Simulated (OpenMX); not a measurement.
Ag, 1 atom in the cell. The typed cell holds 1 atom: a = 2.919 Å, b = 2.838 Å, c = 2.844 Å, α = 109.12°, β = 108.80°, γ = 110.39°. This isn't the form of Ag at room conditions, which is fcc. The cell isn't the ideal one: cell strained at random at fixed volume.

```yaml
Program: OpenMX 3.8.5
Task: single point
Functional: PBE
Potentials_or_basis: OpenMX 2013 PBE set, Ag7.0-s3p2d2, grid cutoff 500 Ry
k_mesh: 11 × 11 × 11
Occupations: fermi-dirac, width 0.05 eV
Spin: no spin polarisation
Mixing_scheme: rmm-diisk
SCF_threshold: 1e-08 Ha
Solver: band
Max_SCF_cycles: 100
```

Potentials or basis: OpenMX 2013 PBE set, Ag7.0-s3p2d2, grid cutoff 500 Ry.

Launch:

```sh
$ openmx Ag.dat -nt 1 > Ag.std
```

Hardware: 1 thread of Arm Neoverse V2 (shared host).

How long does it take, and how much memory?

It took 42 s on 1 thread of Arm Neoverse V2, on a shared host, peak memory 0.57 GiB. Counts: k points 666, basis 19, scf iterations 15.
